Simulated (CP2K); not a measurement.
# MgS (F-43m) in CP2K: a series of runs, part 4 of 4

CP2K 2026.2.

### Step 6. Single point, PBE

File mgs_scf.inp:

```
&GLOBAL
  PROJECT mgs_scf
  RUN_TYPE ENERGY_FORCE
  PRINT_LEVEL LOW
&END GLOBAL
&FORCE_EVAL
  METHOD QS
  STRESS_TENSOR ANALYTICAL
  &DFT
    BASIS_SET_FILE_NAME BASIS_MOLOPT
    BASIS_SET_FILE_NAME BASIS_MOLOPT_UCL
    POTENTIAL_FILE_NAME GTH_POTENTIALS
    &MGRID
      CUTOFF 1400
      REL_CUTOFF 60
      NGRIDS 5
    &END MGRID
    &QS
      METHOD GPW
      EPS_DEFAULT 1.0E-9
    &END QS
    &KPOINTS
      SCHEME MONKHORST-PACK 8 8 8
      GAMMA_CENTERED T
      SYMMETRY T
      SYMMETRY_BACKEND SPGLIB
    &END KPOINTS
    &SCF
      SCF_GUESS ATOMIC
      EPS_SCF 1.0E-6
      MAX_SCF 100
      ADDED_MOS 10
      CHOLESKY OFF
      EPS_EIGVAL 1.0E-7
      &DIAGONALIZATION ON
        ALGORITHM STANDARD
      &END DIAGONALIZATION
      &MIXING ON
        METHOD BROYDEN_MIXING
        ALPHA 0.4
        BETA 1.5
        NBUFFER 8
      &END MIXING
      &SMEAR ON
        METHOD FERMI_DIRAC
        ELECTRONIC_TEMPERATURE [K] 580.226
      &END SMEAR
    &END SCF
    &XC
      &XC_FUNCTIONAL
        &GGA_X_PBE
        &END GGA_X_PBE
        &GGA_C_PBE
        &END GGA_C_PBE
      &END XC_FUNCTIONAL
    &END XC
    &PRINT
      &KPOINTS ON
      &END KPOINTS
      &MULLIKEN ON
      &END MULLIKEN
      &MO ON
        ENERGIES T
        OCCUPATION_NUMBERS T
        &EACH
          QS_SCF 0
        &END EACH
        ADD_LAST NUMERIC
      &END MO
      &LOWDIN ON
      &END LOWDIN
      &HIRSHFELD ON
        SHAPE_FUNCTION DENSITY
      &END HIRSHFELD
    &END PRINT
  &END DFT
  &SUBSYS
    &CELL
      A 4.0066367940 0.0000000000 0.0000000000
      B 2.0033183970 3.4698492474 0.0000000000
      C 2.0033183970 1.1566164158 3.2714052433
      PERIODIC XYZ
    &END CELL
    &COORD
      SCALED
      S   0.2500000000 0.2500000000 0.2500000000
      Mg  0.0000000000 0.0000000000 0.0000000000
    &END COORD
    &KIND S
      BASIS_SET TZVP-MOLOPT-GTH-q6
      POTENTIAL GTH-PBE-q6
    &END KIND
    &KIND Mg
      BASIS_SET TZVP-MOLOPT-SR-GTH-q2
      POTENTIAL GTH-PBE-q2
    &END KIND
    &PRINT
      &ATOMIC_COORDINATES ON
      &END ATOMIC_COORDINATES
      &CELL ON
      &END CELL
      &SYMMETRY ON
      &END SYMMETRY
    &END PRINT
  &END SUBSYS
  &PRINT
    &FORCES ON
    &END FORCES
    &STRESS_TENSOR ON
    &END STRESS_TENSOR
  &END PRINT
&END FORCE_EVAL
```

Potentials or basis: GTH_POTENTIALS S GTH-PBE-q6, Mg GTH-PBE-q2; TZVP-MOLOPT-GTH, TZVP-MOLOPT-SR-GTH basis.

Command:

```bash
> OMP_NUM_THREADS=1 cp2k.psmp -i mgs_scf.inp -o mgs_scf.out
```

mgs_scf.out:

```text

 CP2K| version string:                                       CP2K version 2026.2
 CP2K| Input file name                                               mgs_scf.inp

 GLOBAL| Force Environment number                                              1
 GLOBAL| Basis set file name                                        BASIS_MOLOPT
 GLOBAL| Potential file name                                      GTH_POTENTIALS
 GLOBAL| MM Potential file name                                     MM_POTENTIAL
 GLOBAL| Coordinate file name                                      __STD_INPUT__
 GLOBAL| Method name                                                        CP2K
 GLOBAL| Project name                                                    mgs_scf
 GLOBAL| Run type                                                   ENERGY_FORCE
 GLOBAL| FFT library                                                       FFTW3
 GLOBAL| Diagonalization library                                       ScaLAPACK
 GLOBAL| Cholesky decomposition library                                ScaLAPACK
 GLOBAL| DGEMM library                                                      BLAS
 GLOBAL| Direct generalized diagonalization requested                          F
 GLOBAL| Matrix multiplication library                                 ScaLAPACK
 GLOBAL| Global print level                                                  LOW
 GLOBAL| Total number of message passing processes                             1
 GLOBAL| Number of threads for this process                                    1
 GLOBAL| CPU model name                                                  UNKNOWN

 CELL| Volume [angstrom^3]:                                            45.480468
 CELL| Vector a [angstrom]:       4.007     0.000     0.000   |a| =     4.006637
 CELL| Vector b [angstrom]:       2.003     3.470     0.000   |b| =     4.006637
 CELL| Vector c [angstrom]:       2.003     1.157     3.271   |c| =     4.006637
 CELL| Angle (b,c), alpha [degree]:                                    60.000000
 CELL| Angle (a,c), beta  [degree]:                                    60.000000
 CELL| Angle (a,b), gamma [degree]:                                    60.000000
 CELL| Numerically orthorhombic:                                              NO
 CELL| Periodicity                                                           XYZ

 CELL_REF| Volume [angstrom^3]:                                        45.480468
 CELL_REF| Vector a [angstrom     4.007     0.000     0.000   |a| =     4.006637
 CELL_REF| Vector b [angstrom     2.003     3.470     0.000   |b| =     4.006637
 CELL_REF| Vector c [angstrom     2.003     1.157     3.271   |c| =     4.006637
 CELL_REF| Angle (b,c), alpha [degree]:                                60.000000
 CELL_REF| Angle (a,c), beta  [degree]:                                60.000000
 CELL_REF| Angle (a,b), gamma [degree]:                                60.000000
 CELL_REF| Numerically orthorhombic:                                          NO
 CELL_REF| Periodicity                                                       XYZ

[... 9 lines left out ...]

  Total number of            - Atomic kinds:                                   2
                             - Atoms:                                          2
                             - Shell sets:                                     2
                             - Shells:                                        11
                             - Primitive Cartesian functions:                 10
                             - Cartesian basis functions:                     24
                             - Spherical basis functions:                     23

  Maximum angular momentum of- Orbital basis functions:                        2
                             - Local part of the GTH pseudopotential:          0
                             - Non-local part of the GTH pseudopotential:      2

 MODULE QUICKSTEP: ATOMIC COORDINATES IN ANGSTROM

   Atom Kind Element         X             Y             Z       Z(eff)     Mass
      1    1 S    16      2.003318      1.156616      0.817851   6.0000  32.0650
      2    2 Mg   12      0.000000      0.000000      0.000000   2.0000  24.3050

 Crystal Symmetry Information
[... 103 lines left out ...]
  *** SCF run converged in    16 steps ***

  Electronic density on regular grids:         -7.9999999998        0.0000000002
  Core density on regular grids:                7.9999999792       -0.0000000208
  Total charge density on r-space grids:       -0.0000000206
  Total charge density g-space grids:          -0.0000000206

  Overlap energy of the core charge distribution:               0.00000000084809
  Self energy of the core charge distribution:                -26.13528506048010
  Core Hamiltonian energy:                                      5.93693372182401
  Hartree energy:                                              11.75850974126353
  Exchange-correlation energy:                                 -2.75022748948143
  Electronic entropic energy:                                  -0.00000000000000
  Fermi energy:                                                 0.10900612919765

  Total energy:                                               -11.19006908602590
  Total energy (extrapolated to T->0):                        -11.19006908602590

 MO| EIGENVALUES AND OCCUPATION NUMBERS FOR K POINT 1
 MO|
 MO|  Index      Eigenvalue [a.u.]        Eigenvalue [eV]             Occupation
 MO|      1              -0.349495              -9.510250               2.000000
 MO|      2              -0.058367              -1.588260               2.000000
 MO|      3               0.035035               0.953356               2.000000
 MO|      4               0.035036               0.953369               2.000000
 MO|      5               0.236300               6.430046               0.000000
 MO|      6               0.359621               9.785782               0.000000
 MO|      7               0.359621               9.785795               0.000000
 MO|      8               0.366421               9.970823               0.000000
 MO|      9               0.608872              16.568263               0.000000
 MO|     10               0.680038              18.504763               0.000000
 MO|     11               0.680038              18.504778               0.000000
 MO|     12               0.740338              20.145615               0.000000
 MO|     13               0.839380              22.840699               0.000000
[... 263 lines left out ...]
 MO|      4               0.024682               0.671633               2.000000
 MO|      5               0.278738               7.584839               0.000000
 MO|      6               0.309794               8.429930               0.000000
 MO|      7               0.362435               9.862365               0.000000
 MO|      8               0.413773              11.259343               0.000000
 MO|      9               0.560510              15.252245               0.000000
 MO|     10               0.681121              18.534250               0.000000
 MO|     11               0.702441              19.114381               0.000000
 MO|     12               0.739978              20.135832               0.000000
 MO|     13               0.816862              22.227943               0.000000
 MO|     14               0.841341              22.894045               0.000000
 MO| Sum:                                                               8.000000
 MO| E(Fermi):            0.109006 a.u.          2.966208 eV
 MO| Band gap:            0.254056 a.u.          6.913205 eV

 [... the levels of further k-points ...]

 !-----------------------------------------------------------------------------!
                     Mulliken Population Analysis

 #  Atom  Element  Kind  Atomic population                           Net charge
       1     S        1          7.165079                             -1.165079
       2     Mg       2          0.834921                              1.165079
 # Total charge                              8.000000                  0.000000

 !-----------------------------------------------------------------------------!

 !-----------------------------------------------------------------------------!
                           Hirshfeld Charges

  #Atom  Element  Kind  Ref Charge     Population                    Net charge
      1       S      1       6.000          6.310                        -0.310
      2       Mg     2       2.000          1.690                         0.310

  Total Charge                                                           -0.000
 !-----------------------------------------------------------------------------!

 LOWDIN POPULATION ANALYSIS

 #  Atom  Element  Kind  Atomic population                           Net charge
       1     S        1          6.493027                             -0.493027
       2     Mg       2          1.506973                              0.493027
 # Total charge                              8.000000                  0.000000

 ENERGY| Total FORCE_EVAL ( QS ) energy [hartree]            -11.190069059180480

 FORCES| Atomic forces [hartree/bohr]
 FORCES|   Atom     x               y               z               |f|
 FORCES|      1  3.86264632E-09 -3.12950605E-09 -6.28179392E-10   5.01083366E-09
 FORCES|      2 -4.03578618E-09  3.02912221E-09  5.58460901E-10   5.07691147E-09
 FORCES| Sum    -1.73139864E-10 -1.00383833E-10 -6.97184908E-11
 FORCES| Total atomic force                                       2.11931580E-10

 STRESS| Analytical stress tensor [bar]
 STRESS|                        x                   y                   z
 STRESS|      x        2.00351232269E+04   1.85605161308E-03   1.41829873585E-02
 STRESS|      y        1.85605161308E-03   2.00357681362E+04  -1.75163608790E-01
 STRESS|      z        1.41829873585E-02  -1.75163608790E-01   2.00348217047E+04
 STRESS| 1/3 Trace                                             2.00352376893E+04
 STRESS| Determinant                                           8.04235976730E+12

 STRESS| Eigenvectors and eigenvalues of the analytical stress tensor [bar]
 STRESS|                        1                   2                   3
 STRESS| Eigenvalues   2.00347897140E+04   2.00351238384E+04   2.00357995155E+04
 STRESS|      x          -0.042801815081      0.999083085236     -0.000996705042
 STRESS|      y           0.176142010466      0.008528101807      0.984327823252
 STRESS|      z           0.983433778541      0.041955455840     -0.176345521492
```

It took 26 s on 1 thread of Arm Neoverse V2, shared host; peak memory 0.72 GiB.

Results:

* Free energy: -304.4973 eV
* Pressure: 2.0 GPa
* Band gap on the k mesh: 3.34 eV, direct
* Mulliken charges: S -1.17; Mg +1.17 e
* Hirshfeld charges: S -0.31; Mg +0.31 e

Caveat: Mulliken charges move with the basis; the basis of atomic orbitals isn't converged, which shifts pressures, moduli and gaps.

### Step 7. The runs side by side

```csv
potentials or basis,ADDED_MOS,gap on the mesh (eV),pressure (GPa)
"GTH_POTENTIALS S GTH-PBE-q6, Mg GTH-PBE-q10; SZV-MOLOPT-SR-GTH basis",[1],0.75,0.1
"GTH_POTENTIALS S GTH-PBE-q6, Mg GTH-PBE-q10; DZVP-MOLOPT-SR-GTH basis",[10],3.26,2.3
"POTENTIAL_UZH S GTH-PBE-q6, Mg GTH-PBE-q10; DZVP-MOLOPT-PBE-GTH basis",[10],3.27,2.5
"POTENTIAL_UZH S GTH-PBE-q6, Mg GTH-PBE-q10; ccGRB-D basis",[10],3.78,1.8
"GTH_POTENTIALS S GTH-PBE-q6, Mg GTH-PBE-q2; TZVP-MOLOPT-GTH, TZVP-MOLOPT-SR-GTH basis",[10],3.34,2.0
```

Alike in all rows: task single point; level PBE; no spin polarisation; cell as given; k mesh 8 × 8 × 8; smearing fermi-dirac 0.05 eV.

Caveats: the basis of atomic orbitals isn't converged, which shifts pressures, moduli and gaps; a minimal basis gives rough bond lengths, pressures and levels (some runs).

Absolute energies hang on the potentials; compare differences alone.
